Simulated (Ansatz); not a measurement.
# Nudged elastic band run: Si16H, charge +1

input.yaml

```yaml
crystal:
  lattice:
    - [0.0, 5.43, 5.43]
    - [5.43, 0.0, 5.43]
    - [5.43, 5.43, 0.0]
  atoms:
    - { symbol: Si, position: [0.00383341, 0.01977342, -0.00570621] }
    - { symbol: Si, position: [0.13992239, 0.13847448, 0.11234723] }
    - { symbol: Si, position: [0.00507519, 0.01438461, 0.48533667] }
    - { symbol: Si, position: [0.15829748, 0.08161651, 0.63008113] }
    - { symbol: Si, position: [0.00704659, 0.5114047, -0.00791757] }
    - { symbol: Si, position: [0.13538498, 0.64538499, 0.10299294] }
    - { symbol: Si, position: [0.00208363, 0.5504033, 0.47370605] }
    - { symbol: Si, position: [0.13677551, 0.64013861, 0.61885432] }
    - { symbol: Si, position: [0.51195945, 0.00240777, -0.00649493] }
    - { symbol: Si, position: [0.63098349, 0.12578631, 0.12351888] }
    - { symbol: Si, position: [0.53129026, -0.0240669, 0.49688486] }
    - { symbol: Si, position: [0.6320935, 0.12419357, 0.62109618] }
    - { symbol: Si, position: [0.50879977, 0.49934642, 0.00230555] }
    - { symbol: Si, position: [0.6347083, 0.62998125, 0.118106] }
    - { symbol: Si, position: [0.51005971, 0.49758865, 0.49037155] }
    - { symbol: Si, position: [0.63964896, 0.60114067, 0.62974647] }
    - { symbol: H, position: [0.1767827, 0.31577635, 0.49406618] }
total_charge: 1
basis:
  ecutwfc: 420.0
kpoints:
  mp_grid: { grid: [2, 2, 2] }
hamiltonian:
  xc: pbe
scf:
  occupations: { method: gaussian, width: 0.02 }
  lower_state_search: "off"
neb:
  images: 3
  f_tol: 0.05
  initial_path: idpp
  max_iterations: 37
  final_atoms:
    - { symbol: Si, position: [-0.00411829, 0.00395618, 0.00395618] }
    - { symbol: Si, position: [0.13329197, 0.12162489, 0.12162489] }
    - { symbol: Si, position: [0.00609511, -0.00850168, 0.49651845] }
    - { symbol: Si, position: [0.13228549, 0.1034225, 0.63166859] }
    - { symbol: Si, position: [0.00609511, 0.49651845, -0.00850168] }
    - { symbol: Si, position: [0.13228549, 0.63166859, 0.1034225] }
    - { symbol: Si, position: [0.00218755, 0.49784158, 0.49784158] }
    - { symbol: Si, position: [0.14230209, 0.61534292, 0.61534292] }
    - { symbol: Si, position: [0.50597354, -0.00612104, -0.00612104] }
    - { symbol: Si, position: [0.62313136, 0.12164228, 0.12164228] }
    - { symbol: Si, position: [0.50553856, -0.00834034, 0.49654104] }
    - { symbol: Si, position: [0.6337504, 0.11251488, 0.6198242] }
    - { symbol: Si, position: [0.50553856, 0.49654104, -0.00834034] }
    - { symbol: Si, position: [0.6337504, 0.6198242, 0.11251488] }
    - { symbol: Si, position: [0.51338262, 0.48677943, 0.48677943] }
    - { symbol: Si, position: [0.62709529, 0.61546681, 0.61546681] }
    - { symbol: H, position: [0.14782371, 0.35242225, 0.35242225] }
  order_check: true
```

Run as:

```bash
$ ansatz run input.yaml --threads 1 --pin off --max-ram 3072MiB --backend cpu --events-out ev --progress --plain --runs-dir out
```

Output, in part (warnings, iteration lines):

```
NEB end point (image 0): max|allowed force component| = 1.345e-2 eV/Å (the criterion of neb.relax_end_points is 1.000e-2)
NEB end point (image 4): max|allowed force component| = 8.781e-3 eV/Å (the criterion of neb.relax_end_points is 1.000e-2)
NEB iter   1: max|band force component| = 9.056e-1 eV/Å  barrier→ = 0.3810 eV  barrier← = 0.0200 eV  Δτ_max = 0.1948 Å  (37 SCF iters)
NEB iter   2: max|band force component| = 6.882e-1 eV/Å  barrier→ = 0.2682 eV  barrier← = -0.0929 eV  CI = image 3  Δτ_max = 0.1966 Å  (18 SCF iters)
NEB iter   3: max|band force component| = 5.236e-1 eV/Å  barrier→ = 0.3017 eV  barrier← = -0.0593 eV  CI = image 3  Δτ_max = 0.1821 Å  (18 SCF iters)
NEB iter   4: max|band force component| = 3.098e-1 eV/Å  barrier→ = 0.3425 eV  barrier← = -0.0185 eV  CI = image 3  Δτ_max = 0.1811 Å  (20 SCF iters)
NEB iter   5: max|band force component| = 3.855e-1 eV/Å  barrier→ = 0.3389 eV  barrier← = -0.0222 eV  CI = image 3  Δτ_max = 0.1992 Å  (18 SCF iters)
NEB iter   6: max|band force component| = 5.660e-1 eV/Å  barrier→ = 0.3071 eV  barrier← = -0.0539 eV  CI = image 3  Δτ_max = 0.1973 Å  (18 SCF iters)
NEB iter   7: max|band force component| = 8.030e-1 eV/Å  barrier→ = 0.2435 eV  barrier← = -0.1175 eV  CI = image 3  Δτ_max = 0.1003 Å  (18 SCF iters)
NEB iter   8: max|band force component| = 5.330e-1 eV/Å  barrier→ = 0.1583 eV  barrier← = -0.2028 eV  CI = image 3  Δτ_max = 0.1427 Å  (17 SCF iters)
NEB iter   9: max|band force component| = 6.269e-1 eV/Å  barrier→ = 0.2842 eV  barrier← = -0.0769 eV  CI = image 3  Δτ_max = 0.1562 Å  (17 SCF iters)
NEB iter  10: max|band force component| = 4.151e-1 eV/Å  barrier→ = 0.3548 eV  barrier← = -0.0063 eV  CI = image 3  Δτ_max = 0.1369 Å  (19 SCF iters)
NEB iter  11: max|band force component| = 1.720e-1 eV/Å  barrier→ = 0.3531 eV  barrier← = -0.0080 eV  CI = image 3  Δτ_max = 0.0685 Å  (19 SCF iters)
NEB iter  12: max|band force component| = 9.588e-2 eV/Å  barrier→ = 0.3574 eV  barrier← = -0.0037 eV  CI = image 3  Δτ_max = 0.0435 Å  (14 SCF iters)
NEB iter  13: max|band force component| = 6.082e-2 eV/Å  barrier→ = 0.3598 eV  barrier← = -0.0013 eV  CI = image 3  Δτ_max = 0.0176 Å  (14 SCF iters)
NEB iter  14: max|band force component| = 3.745e-2 eV/Å  barrier→ = 0.3605 eV  barrier← = -0.0006 eV  CI = image 3  CI's point: of a kind that is not told: the force calls were inconclusive, a negative curvature could not be distinguished from the path's own, the only one lies far off the path, or fixed occupations may fill a level only in part  Δτ_max = 0.0000 Å  (206 SCF iters)
```

It converged. The highest image is an end point: on this band no image between the ends rises above it. Limits of this set-up: coarse k mesh, charged cell in a uniform background, uncorrected.

Final band (atoms are numbered from 1 in the order of the input):

```
image  path coordinate (Å)  energy (eV)  Si4–H17 (Å)
    0                 0.00         0.00         1.60
    1                 0.43         0.00         1.61
    2                 0.86         0.09         1.69
    3                 1.30         0.36         2.01
    4                 1.32         0.36         2.03
```

Time of the run: 8.2 min on 1 thread of Intel(R) Xeon(R) Platinum 8259CL CPU @ 2.50GHz (Skylake/Cascade Lake), with other jobs on the host, peak memory 0.84 GiB.
